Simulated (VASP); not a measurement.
# WS₂, relaxation of the atoms: which settings are enough?

WS₂, P1 (no. 1), 3 atoms in the cell. LDA; PAW potentials W_sv, S (LDA set). VASP 6.6.1.

Wanted: energy within 2 meV/atom; shortest distances from each atom, periodic images included within 0.005 Å.

What the run is for: geometry; Accuracy asked: standard.

POSCAR:
```
WS2
1.0
    1.5790000000      0.9116360751      6.1633333333
   -1.5790000000      0.9116360751      6.1633333333
    0.0000000000     -1.8232721501      6.1633333333
W S
1 2
Direct
   -0.0130450000      0.0283910000     -0.0099350000
    0.5937960000      0.5597010000      0.5835910000
    0.7609670000      0.7272680000      0.7636300000
```

The series start from Plane-wave cutoff (eV): 340; k-point mesh: 5 × 5 × 5; Ionic threshold (EDIFFG): -0.01; Electronic threshold (eV): 1e-6; Precision mode (PREC): Accurate; Relaxation algorithm: IBRION=2; Electronic steps between moves: NELMIN=4 ALGO=Normal. Each series keeps the choices made before it, and each single choice may use up half of a tolerance.

## Plane-wave cutoff (eV)

| Plane-wave cutoff (eV) | Energy less reference (meV/atom) | Shortest distances from each atom, periodic images included, largest deviation (Å) | SCF iterations | Time (s) |
|---|---|---|---|---|
| 230 | 21.5 | 0.0033 | 71 | 41 |
| 260 | 9.6 | 0.0020 | 75 | 80 |
| 300 | 3.3 | 0.0008 | 76 | 74 |
| 340 | 1.1 | 0.0003 | 76 | 112 |
| 420 | 0.2 | 0.0000 | 77 | 176 |
| 520 (reference) | 0.0 | 0.0000 | 77 | 186 |

Chosen: 420, the loosest value from which every tighter one stays within half of the tolerance.

## k-point mesh

| k-point mesh | Energy less reference (meV/atom) | Shortest distances from each atom, periodic images included, largest deviation (Å) | SCF iterations | Time (s) |
|---|---|---|---|---|
| 3 × 3 × 3 | 14.8 | 0.0246 | 64 | 55 |
| 4 × 4 × 4 | -19.0 | 0.0058 | 72 | 117 |
| 5 × 5 × 5 | -0.1 | 0.0003 | 77 | 176 |
| 7 × 7 × 7 | -0.4 | 0.0002 | 73 | 416 |
| 8 × 8 × 8 (reference) | 0.0 | 0.0000 | 72 | 599 |

Chosen: 5 × 5 × 5.

## Ionic threshold (EDIFFG)

| Ionic threshold (EDIFFG) | Energy less reference (meV/atom) | Shortest distances from each atom, periodic images included, largest deviation (Å) | SCF iterations | Time (s) |
|---|---|---|---|---|
| -0.1 | 0.0 | 0.0028 | 53 | 154 |
| -0.05 | 0.0 | 0.0028 | 53 | 126 |
| -0.02 | 0.0 | 0.0004 | 69 | 206 |
| -0.01 | 0.0 | 0.0001 | 77 | 176 |
| -0.005 | 0.0 | 0.0001 | 77 | 206 |
| -0.002 (reference) | 0.0 | 0.0000 | 85 | 194 |

Chosen: -0.02.

## Electronic threshold (eV)

| Electronic threshold (eV) | Energy less reference (meV/atom) | Shortest distances from each atom, periodic images included, largest deviation (Å) | SCF iterations | Time (s) |
|---|---|---|---|---|
| 0.0001 | 0.0 | 0.0001 | 47 | 101 |
| 1e-5 | 0.0 | 0.0013 | 65 | 158 |
| 1e-6 | 0.0 | 0.0013 | 69 | 206 |
| 1e-7 (reference) | 0.0 | 0.0000 | 69 | 172 |

Chosen: 0.0001.

## Precision mode (PREC)

| Precision mode (PREC) | Energy less reference (meV/atom) | Shortest distances from each atom, periodic images included, largest deviation (Å) | SCF iterations | Time (s) |
|---|---|---|---|---|
| Normal | 0.0 | 0.0000 | 47 | 31 |
| Accurate (reference) | 0.0 | 0.0000 | 47 | 101 |

Chosen: Normal.

## Relaxation algorithm

| Relaxation algorithm | Energy less reference (meV/atom) | Shortest distances from each atom, periodic images included, largest deviation (Å) | SCF iterations | Time (s) |
|---|---|---|---|---|
| IBRION=2 | 0.0 | 0.0000 | 47 | 31 |
| IBRION=2 POTIM=0.2 | 0.0 | 0.0012 | 53 | 33 |
| IBRION=2 POTIM=0.8 | 0.0 | 0.0011 | 54 | 34 |
| IBRION=1 | 0.0 | 0.0008 | 34 | 21 |
| IBRION=1 POTIM=0.2 | 0.0 | 0.0006 | 37 | 24 |
| IBRION=1 POTIM=0.3 NFREE=6 | 0.0 | 0.0010 | 33 | 18 |
| IBRION=3 POTIM=0.2 SMASS=0.4 | 0.0 | 0.0011 | 119 | 82 |
| IBRION=3 POTIM=0.3 | 0.0 | 0.0009 | 53 | 34 |

Chosen: IBRION=1 POTIM=0.3 NFREE=6, the fastest of those that stay within half of the tolerance.

## Electronic steps between moves

| Electronic steps between moves | Energy less reference (meV/atom) | Shortest distances from each atom, periodic images included, largest deviation (Å) | SCF iterations | Time (s) |
|---|---|---|---|---|
| NELMIN=4 ALGO=Normal | 0.0 | 0.0000 | 33 | 18 |
| ALGO=Normal | 0.0 | 0.0003 | 29 | 25 |
| NELMIN=4 MAXMIX=40 ALGO=Normal | 0.0 | 0.0004 | 34 | 24 |
| NELMIN=4 ALGO=Fast | 0.0 | 0.0003 | 36 | 25 |
| NELMIN=4 MAXMIX=40 ALGO=Fast | 0.0 | 0.0003 | 41 | 29 |

Chosen: NELMIN=4 ALGO=Normal; no other choice that stays within half of the tolerance saves 30 % of the time.

## All choices together

| Input | Energy less reference (meV/atom) | Shortest distances from each atom, periodic images included, largest deviation (Å) | Time (s) |
|---|---|---|---|
| the program's defaults (naive) | 9.8 | 0.0025 | 19 |
| chosen settings | 0.1 | 0.0004 | 18 |
| reference settings throughout | 0.0 | 0.0000 | 748 |

The tolerance is met.

## The input

INCAR:
```
SYSTEM = WS2
GGA = CA
ISMEAR = 0
SIGMA = 0.03
LWAVE = .False.
LCHARG = .False.
ISIF = 2
NSW = 120
PREC = Normal
LASPH = .True.
LREAL = .False.
ALGO = Normal
EDIFF = 1E-4
NELM = 120
GGA_COMPAT = .False.
IBRION = 1
EDIFFG = -0.02
NELMIN = 4
ENCUT = 420
EFERMI = MIDGAP
KPAR = 4
POTIM = 0.3
NFREE = 6
```

KPOINTS:
```
Automatic mesh
0
Gamma
  5 5 5
  0 0 0
```

Commands:
```
cat potpaw_LDA.64/W_sv/POTCAR potpaw_LDA.64/S/POTCAR > POTCAR
mpirun -np 4 vasp_std > vasp.out
```

The chosen input took VASP 6.6.1 18 s on 4 cores (Intel Xeon 6975P-C (Granite Rapids)), a shared host.

## An input that fails: too few ionic steps

It gives no converged result.

Changes against the starting input:
```
- NSW = 120
- NELM = 120
+ NSW = 3
+ NELM = 74
```
